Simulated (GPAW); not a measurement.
# SnTe (Pm-3m) in GPAW: reference runs

Reference runs on SnTe: the cell as given and a disturbed copy.

All numbers are computed with GPAW 26.7.0; they aren't measurements. Logs are shortened: lines on timing, memory, paths and dates and some standing lists are left out, and cuts for length are marked. The log counts tension as positive stress, the text compression.

## (1) Starting point

The structure is cubic, space group Pm-3m (No. 221). Conventional cell: a = 3.905 Å, b = 3.905 Å, c = 3.905 Å, α = 90.00°, β = 90.00°, γ = 90.00°. Around Te (site symmetry m-3m) lie 8 Sn at 3.38 Å. Sn (site symmetry m-3m) is surrounded by 8 Te at 3.38 Å.

Measurements of this composition are mostly on another form, of space group No. 225.

## (2) Single point, PBE

The input, run.py:

```python
from ase import Atoms
from ase.dft.bandgap import bandgap
from ase.io import write
from ase.units import Bohr, GPa
from gpaw import GPAW, PW
from gpaw.elf import elf_from_dft_calculation

atoms = Atoms(['Te', 'Sn'],
              cell=[[3.9047, 0.0, 0.0],
                    [0.0, 3.9047, 0.0],
                    [0.0, 0.0, 3.9047]],
              scaled_positions=[[0.5, 0.5, 0.5],
                                [0.0, 0.0, 0.0]],
              pbc=True)

calc = GPAW(mode=PW(600),
            xc='PBE',
            kpts={'size': (7, 7, 7), 'gamma': True},
            occupations={'name': 'fermi-dirac', 'width': 0.05},
            nbands=19,
            convergence={'density': 1e-05, 'energy': 1e-05},
            maxiter=150,
            txt='gpaw.txt')
atoms.calc = calc
energy = atoms.get_potential_energy()
forces = atoms.get_forces()
stress = atoms.get_stress()
calc.write('gs.gpw')
write('result.traj', atoms)
print(f'Energy: {energy:.6f} eV')
print('Forces (eV/A):')
print(forces.round(4))
print('Stress (GPa):', (stress / GPa).round(3))
print('Fermi level:', round(calc.get_fermi_level(), 4), 'eV')
print(f'Gap: {bandgap(calc)[0]:.4f} eV, direct: {bandgap(calc, direct=True)[0]:.4f} eV')

# fields on the real-space grid
write('density.cube', atoms, data=calc.get_pseudo_density() * Bohr**3)
write('potential.cube', atoms, data=calc.get_electrostatic_potential())
write('elf.cube', atoms, data=elf_from_dft_calculation(calc).data)
```

Potentials or basis: GPAW PAW data sets (gpaw-data 1.2.1), pw.

Command:

```sh
OMP_NUM_THREADS=1 python run.py
```

gpaw.txt:

```text
__  _  _
 | _ |_)|_||  |
 |__||  | ||/\| - 26.7.0

Input parameters:
  mode=PW(ecut=600.0),
  convergence={'density': 1e-05, 'energy': 1e-05},
  kpts=MonkhorstPack(size=(7, 7, 7), gamma=True),
  maxiter=150,
  nbands=19,
  occupations=Occupations(name='fermi-dirac', width=0.05),
  xc=XC(name='PBE')

Diagonalizing LCAO Hamiltonian
Converting LCAO to pw mode
   .---------.
  /|         |
 * |         |
 | |   Te    |
 | |         |
 | .---------.
 |/         /
 Sn--------*

Atoms  # Å, Bohr magnetons
|   | symbol |        x |        y |        z |    initial magnetic moments |
|---|--------|----------|----------|----------|-----------------------------|
| 0 |     Te | 1.952350 | 1.952350 | 1.952350 | ( 0.0000,  0.0000,  0.0000) |
| 1 |     Sn | 0.000000 | 0.000000 | 0.000000 | ( 0.0000,  0.0000,  0.0000) |

Unit cell  # Å
| periodic |        x |        y |        z |  lengths |    angles |
|----------|----------|----------|----------|----------|-----------|
|      yes | 3.904700 | 0.000000 | 0.000000 | 3.904700 | 90.000000 |
|      yes | 0.000000 | 3.904700 | 0.000000 | 3.904700 | 90.000000 |
|      yes | 0.000000 | 0.000000 | 3.904700 | 3.904700 | 90.000000 |

Number of symmetries: 48
Symmetry operations  # r_c * U_cc + t_c -> r_c
|    | kind |            matrix            |
|----|------|------------------------------|
|  0 |  E   |  1, 0, 0,  0, 1, 0,  0, 0, 1 |
|  1 |  σ   |  1, 0, 0,  0, 1, 0,  0, 0,-1 |
|  2 |  σ   |  1, 0, 0,  0, 0, 1,  0, 1, 0 |
|  3 |  C4  |  1, 0, 0,  0, 0, 1,  0,-1, 0 |
|  4 |  C4  |  1, 0, 0,  0, 0,-1,  0, 1, 0 |
|  5 |  σ   |  1, 0, 0,  0, 0,-1,  0,-1, 0 |
|  6 |  σ   |  1, 0, 0,  0,-1, 0,  0, 0, 1 |
|  7 |  C2  |  1, 0, 0,  0,-1, 0,  0, 0,-1 |
|  8 |  σ   |  0, 1, 0,  1, 0, 0,  0, 0, 1 |
|  9 |  C2  |  0, 1, 0,  1, 0, 0,  0, 0,-1 |
| 10 |  C3  |  0, 1, 0,  0, 0, 1,  1, 0, 0 |
| 11 |  S6  |  0, 1, 0,  0, 0, 1, -1, 0, 0 |
| 12 |  S6  |  0, 1, 0,  0, 0,-1,  1, 0, 0 |
| 13 |  C3  |  0, 1, 0,  0, 0,-1, -1, 0, 0 |
| 14 |  C4  |  0, 1, 0, -1, 0, 0,  0, 0, 1 |
| 15 |  S4  |  0, 1, 0, -1, 0, 0,  0, 0,-1 |
| 16 |  C3  |  0, 0, 1,  1, 0, 0,  0, 1, 0 |
| 17 |  S6  |  0, 0, 1,  1, 0, 0,  0,-1, 0 |
| 18 |  σ   |  0, 0, 1,  0, 1, 0,  1, 0, 0 |
| 19 |  C4  |  0, 0, 1,  0, 1, 0, -1, 0, 0 |
| 20 |  C2  |  0, 0, 1,  0,-1, 0,  1, 0, 0 |
| 21 |  S4  |  0, 0, 1,  0,-1, 0, -1, 0, 0 |
| 22 |  S6  |  0, 0, 1, -1, 0, 0,  0, 1, 0 |
| 23 |  C3  |  0, 0, 1, -1, 0, 0,  0,-1, 0 |
| 24 |  S6  |  0, 0,-1,  1, 0, 0,  0, 1, 0 |
| 25 |  C3  |  0, 0,-1,  1, 0, 0,  0,-1, 0 |
| 26 |  C4  |  0, 0,-1,  0, 1, 0,  1, 0, 0 |
| 27 |  σ   |  0, 0,-1,  0, 1, 0, -1, 0, 0 |
| 28 |  S4  |  0, 0,-1,  0,-1, 0,  1, 0, 0 |
| 29 |  C2  |  0, 0,-1,  0,-1, 0, -1, 0, 0 |
| 30 |  C3  |  0, 0,-1, -1, 0, 0,  0, 1, 0 |
| 31 |  S6  |  0, 0,-1, -1, 0, 0,  0,-1, 0 |
| 32 |  C4  |  0,-1, 0,  1, 0, 0,  0, 0, 1 |
| 33 |  S4  |  0,-1, 0,  1, 0, 0,  0, 0,-1 |
| 34 |  S6  |  0,-1, 0,  0, 0, 1,  1, 0, 0 |
| 35 |  C3  |  0,-1, 0,  0, 0, 1, -1, 0, 0 |
| 36 |  C3  |  0,-1, 0,  0, 0,-1,  1, 0, 0 |
| 37 |  S6  |  0,-1, 0,  0, 0,-1, -1, 0, 0 |
| 38 |  σ   |  0,-1, 0, -1, 0, 0,  0, 0, 1 |
| 39 |  C2  |  0,-1, 0, -1, 0, 0,  0, 0,-1 |
| 40 |  σ   | -1, 0, 0,  0, 1, 0,  0, 0, 1 |
| 41 |  C2  | -1, 0, 0,  0, 1, 0,  0, 0,-1 |
| 42 |  C2  | -1, 0, 0,  0, 0, 1,  0, 1, 0 |
| 43 |  S4  | -1, 0, 0,  0, 0, 1,  0,-1, 0 |
| 44 |  S4  | -1, 0, 0,  0, 0,-1,  0, 1, 0 |
| 45 |  C2  | -1, 0, 0,  0, 0,-1,  0,-1, 0 |
[... 64 lines left out ...]
    | kind |    occ | energy [eV] | rcut [Å] |
    |------|--------|-------------|----------|
    |   5s |  2.000 |     -15.089 |    1.180 |
    |   5p |  4.000 |      -5.955 |    1.196 |
    |    s |        |      12.123 |    1.180 |
    |    p |        |      21.256 |    1.196 |
    |    d |        |       0.000 |    1.238 |

    Using partial waves for Te as LCAO basis

  Sn:
    name:    Tin
    Z:       50.0
    valence: 14
    core:    36
    charge:  0.0  # [|e|]
    compensation charges:
      type: gauss
      rc: 0.38  # [Å]
      lmax: 2
    cutoffs:
      filter: 2.23  # [Å]
      core: 2.35  # [Å]
    projectors
    | kind |    occ | energy [eV] | rcut [Å] |
    |------|--------|-------------|----------|
    |   5s |  2.000 |     -10.538 |    1.201 |
    |   5p |  2.000 |      -3.696 |    1.270 |
    |   4d | 10.000 |     -25.845 |    1.185 |
    |    s |        |      16.674 |    1.201 |
    |    p |        |      23.515 |    1.270 |
    |    d |        |       1.367 |    1.185 |

    Using partial waves for Sn as LCAO basis

Reference energy: -352801.376741  # eV

eigensolver:
  PPCG
  Converge bands: occupied
  niter=2

density mixing:
  MSR1-Mixer
  Pratt-step length: 0.05
  Maximum mixing coefficient: 0.75
  Old densities: 10
  SVD Regularization: 0.005
  Good broyden scale: 1.0
  Trust region scale: 1.0
  Backstep threshold: 4.0
  History deletion threshold: 6.0
  Fourier metric: weight=20.0, sigma=0.015

occupation numbers:
  Fermi-Dirac:
    width: 0.0500  # eV

poisson solver:
  ecut: 4800.0  # eV

xc functional:
  name: PBE with 2 nearest neighbor stencil

convergence criteria:
- Maximum integral of absolute [dens]ity change: 1e-05 electrons / valence electron
- Maximum [total energy] change in last 3 cyles: 1e-05 eV / valence electron
- Maximum integral of absolute [eigenst]ate change: 4e-08 eV^2 / valence electron
maximum number of iterations: 150

SCF iterations
|iter     | |      energy | eigst |  dens |
|---------|-|-------------|-------|-------|
|iter:   1| |   -7.404362 | -0.23 |       |
|iter:   2| |   -7.385289 | -2.29 | -1.44 |
|iter:   3| |   -7.332386 | -2.76 | -1.50 |
|iter:   4| |   -7.332450 | -4.28 | -1.98 |
|iter:   5| |   -7.332626 | -4.51 | -2.34 |
|iter:   6| |   -7.332642c| -5.74 | -3.16 |
|iter:   7| |   -7.332643c| -6.72 | -3.74 |
|iter:   8| |   -7.332642c| -7.53c| -4.62 |
|iter:   9| |   -7.332642c| -7.70c| -5.11c|

Converged in 9 steps
Energy contributions relative to reference atoms: (reference = -352801.376741)

Energy contributions:
  Kinetic:           7.489253
  Coulomb:          -8.100594
  Zero:              0.144469
  External:          0.000000
  Xc:               -6.856037
  Entropy:          -0.019466
  Spinorbit:         0.000000
  ----------------------------
  Free energy:      -7.342375
  Extrapolated:     -7.332642

dipole moment: (-13.227500, -13.227500, -13.227500)  # |e|*Ang

Fermi level: 6.474
Eigenvalues  # (at kpt = [0.000, 0.000, 0.000])
| band index |      eig [eV] | occ [0-2] |
|------------|---------------|-----------|
|          0 |       -15.055 |     2.000 |
|        ... |               |           |
|          2 |       -15.020 |     2.000 |
|          3 |       -15.020 |     2.000 |
|          4 |       -15.020 |     2.000 |
|          5 |        -5.798 |     2.000 |
|          6 |         1.229 |     2.000 |
|          7 |         4.773 |     2.000 |
[... 9 lines left out ...]
|         17 |        17.559 |     0.000 |
|         18 |        18.140 |     0.000 |

No gap
No difference between direct/indirect transitions

Forces  # eV/Ang
|        x |        y |        z |
|----------|----------|----------|
| -0.00000 | -0.00000 | -0.00000 |  # Te   0
|  0.00000 |  0.00000 |  0.00000 |  # Sn   1

Stress tensor  # eV/Ang^3
|         x |         y |        z |
|-----------|-----------|----------|
|  0.008314 | -0.000000 | 0.000000 |
| -0.000000 |  0.008314 | 0.000000 |
|  0.000000 |  0.000000 | 0.008314 |

# Writing to gs.gpw (mode='')
```

Run time: 13 s. Hardware: 1 thread of Arm Neoverse V1, shared host; peak memory 0.16 GiB.

Results:

```
Free energy            : -7.3424 eV
Pressure               : -1.3 GPa
Band gap on the k mesh : none (metal or under the smearing width)
```

Levels at points of the mesh, in eV from the Fermi level:
```csv
k point,band 7,band 8,band 9,band 10,band 11,band 12,band 13,band 14
"(0.00, 0.00, 0.00)",-5.24,-1.70,-1.70,-1.70,3.65,3.65,5.39,5.39
```

The run has no spin-orbit coupling, so splittings on Te are missing.

## (3) Single point, PBE (atoms moved at random, drawn with an rms of 0.05 Å)

The input, run.py:

```python
from ase.dft.bandgap import bandgap
from ase.io import read, write
from ase.units import GPa
from gpaw import GPAW, PW

atoms = read('POSCAR')

calc = GPAW(mode=PW(600),
            xc='PBE',
            kpts={'size': (7, 7, 7), 'gamma': True},
            occupations={'name': 'fermi-dirac', 'width': 0.05},
            nbands=19,
            convergence={'density': 1e-05, 'energy': 1e-05},
            maxiter=150,
            txt='gpaw.txt')
atoms.calc = calc
energy = atoms.get_potential_energy()
forces = atoms.get_forces()
stress = atoms.get_stress()
calc.write('gs.gpw')
write('result.traj', atoms)
print(f'Energy: {energy:.6f} eV')
print('Forces (eV/A):')
print(forces.round(4))
print('Stress (GPa):', (stress / GPa).round(3))
print('Fermi level:', round(calc.get_fermi_level(), 4), 'eV')
print(f'Gap: {bandgap(calc)[0]:.4f} eV, direct: {bandgap(calc, direct=True)[0]:.4f} eV')
```

The input, POSCAR:

```
SnTe
1.0
    3.9047000000      0.0000000000      0.0000000000
    0.0000000000      3.9047000000      0.0000000000
    0.0000000000      0.0000000000      3.9047000000
Te Sn
1 1
Direct
    0.4871080000      0.5016510000      0.4964510000
    0.0122550000      0.0075080000      0.0091910000
```

Potentials or basis: GPAW PAW data sets (gpaw-data 1.2.1), pw.

Command:

```sh
OMP_NUM_THREADS=1 python run.py
```

It took 94 s on 1 thread of Arm Neoverse V1, shared host; peak memory 0.32 GiB.

Results (log left out):

```yaml
Free_energy: -7.3456 eV
Pressure: -1.1 GPa
Largest_force: 0.060 eV/Å
Band_gap_on_the_k_mesh: none (metal or under the smearing width)
```

Forces on the atoms (eV/Å):
```
Te  -0.054 -0.011 -0.024
Sn   0.054  0.011  0.024
```

Stress tensor (GPa, compression positive):
```
-1.15  0.03  0.07
 0.03 -1.12  0.02
 0.07  0.02 -1.13
```

Levels at points of the mesh, in eV from the Fermi level:
```csv
k point,band 8,band 9,band 10,band 11,band 12,band 13
"(0.00, 0.00, 0.00)",-1.71,-1.71,-1.69,3.54,3.62,5.40
```

Spin-orbit coupling is left out, which matters for the levels of Te.
